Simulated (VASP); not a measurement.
## BeTe in VASP 6.6.1, single-point calculation

INCAR

```
PREC = Accurate
LREAL = .FALSE.
NBANDS = 11
ALGO = Normal
LASPH = .TRUE.
ISIF = 2
NELM = 120
NSW = 0
ISMEAR = 0
ENCUT = 520
SIGMA = 0.01
EDIFF = 1E-7
METAGGA = MBJ
IBRION = -1
LWAVE = .FALSE.
LCHARG = .FALSE.
```

KPOINTS

```
KPOINTS created by Atomic Simulation Environment
0
Gamma
8 8 8
0 0 0
```

POSCAR

```
Be Te
 1.0000000000000000
     0.0000000000000000    2.8569098617000002    2.8569098617000002
     2.8569098617000002    0.0000000000000000    2.8569098617000002
     2.8569098617000002    2.8569098617000002    0.0000000000000000
 Be  Te
   1   1
Cartesian
  0.0000000000000000  0.0000000000000000  0.0000000000000000
  1.4284549308499999  1.4284549308499999  1.4284549308499999
```

The recommended PBE PAW datasets give the neutral cell 8 valence electrons.

Command

```
mpirun -np 1 vasp_std
```

OSZICAR

```
N       E                     dE             d eps       ncg     rms          rms(c)
DAV:   1     0.349676950654E+03    0.34968E+03   -0.33396E+03   638   0.599E+02
DAV:   2     0.324146555965E+03   -0.25530E+02   -0.24610E+02   770   0.875E+01
DAV:   3     0.323101635256E+03   -0.10449E+01   -0.10432E+01   856   0.193E+01
DAV:   4     0.323093411964E+03   -0.82233E-02   -0.82224E-02   735   0.190E+00
DAV:   5     0.323093303881E+03   -0.10808E-03   -0.10808E-03   808   0.222E-01    0.615E+00
DAV:   6     0.323354231066E+03    0.26093E+00   -0.31944E+00   689   0.672E+00    0.286E+00
DAV:   7     0.323935534979E+03    0.58130E+00   -0.66663E-01   674   0.378E+00    0.119E+00
DAV:   8     0.324380558967E+03    0.44502E+00   -0.13700E-01   650   0.213E+00    0.883E-01
DAV:   9     0.324765258596E+03    0.38470E+00   -0.59093E-02   766   0.130E+00    0.588E-01
DAV:  10     0.324812356304E+03    0.47098E-01   -0.19900E-02   692   0.746E-01    0.488E-01
...
DAV:  30     0.324777814280E+03    0.66503E-06   -0.55077E-12   328   0.844E-06    0.166E-05
DAV:  31     0.324777814516E+03    0.23519E-06   -0.22346E-12   328   0.529E-06    0.149E-05
DAV:  32     0.324777815479E+03    0.96291E-06   -0.13546E-12   328   0.560E-06    0.783E-06
DAV:  33     0.324777816196E+03    0.71704E-06   -0.41587E-12   328   0.518E-06    0.401E-06
DAV:  34     0.324777816860E+03    0.66490E-06   -0.38421E-12   328   0.492E-06    0.162E-06
DAV:  35     0.324777817055E+03    0.19426E-06   -0.12372E-12   328   0.304E-06    0.154E-06
DAV:  36     0.324777817171E+03    0.11661E-06   -0.88257E-13   328   0.133E-06    0.130E-06
DAV:  37     0.324777817348E+03    0.17716E-06    0.11248E-12   328   0.821E-07    0.378E-07
DAV:  38     0.324777817371E+03    0.22920E-07    0.11575E-12   328   0.509E-07
   1 F= 0.32477782E+03 E0= 0.32477782E+03  d E =-.149419E-61
```

It converged. Results: gap between bands v and c on the k mesh 2.78 eV; least direct gap on the k mesh 4.23 eV. Band v is the last that the valence electrons fill when counted band by band, and c is the next.

The MBJ potential has no energy functional, so only its levels carry meaning.

For comparison, a separate r²SCAN run of the intended cell, on usual settings and not on those above, gives a gap of 2.44 eV on its mesh and a pressure of -1.5 GPa.

The run above took about 40 s on one core of a shared host (Intel Xeon Platinum 8488C) and held 0.18 GiB at most.
